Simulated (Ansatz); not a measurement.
Runs of Ansatz 0.2.0 on Pb. It takes space group Fd-3m (No. 227, cubic). Conventional cell: a = 6.878 Å, b = 6.878 Å, c = 6.878 Å, α = 90.00°, β = 90.00°, γ = 90.00°. Pb (site symmetry -43m) has 4 Pb at 2.98 Å as nearest neighbours. This isn't the form of Pb at room conditions, which is fcc.

```csv
level,pressure (GPa)
LDA,(b)
BLYP,4.6
PBE,2.4
revPBE,(a)
PBEsol,0.5
RPBE,3.6
```

Alike in all rows: task band structure; potentials or basis all-electron LAPW, scalar-relativistic; no spin polarisation; cell as given; k mesh 7 × 7 × 7; cutoff (eV) 231; smearing fermi-dirac 0.05 eV; basis error allowed 0.001 eV/atom.

**Question.** Estimate the missing entries.

**Answer.** (a) 3.3; (b) -0.7.
